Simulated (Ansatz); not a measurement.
An input for Ansatz 0.2.0 (Ta):

input.yaml

```yaml
crystal:
  lattice:
    - [-1.65128, 1.65128, 1.65128]
    - [1.65128, -1.65128, 1.65128]
    - [1.65128, 1.65128, -1.65128]
  atoms:
    - { symbol: Ta, position: [0.0, 0.0, 0.0], spin: 0.5 }
hamiltonian:
  xc: { exchange: pbe, correlation: none }
  pseudopotentials: { kind: paw }
magnetization:
  spin_polarized: true
kpoints:
  mp_grid: { grid: [11, 11, 11] }
scf:
  occupations: { method: tetrahedron }
  n_extra_bands: 12
  algorithm: direct_min
output:
  optics: { e_range: [0, 14], sigma: 0.05, nscf_kmesh: { grid: [15, 15, 15] } }
basis:
  ecutrho_ratio: 12
```

Potentials or basis: Ansatz PAW.

Launch:

```console
$ ansatz run input.yaml --threads 1 --pin off --max-ram 2560MiB --backend cpu --events-out ev --progress --plain --runs-dir out
```

Question: Does this run start?

Answer: The run stopped without a result. It printed:

Output:

```text
Error: inconsistent input (scf.algorithm, scf.occupations.method): direct minimisation with tetrahedron occupations — the free energy that is minimised is that of smeared or fixed occupations, and a tetrahedron fill has neither; use a smearing scheme or fixed occupations, or the default algorithm without scf.convergence.dm_fallback
```
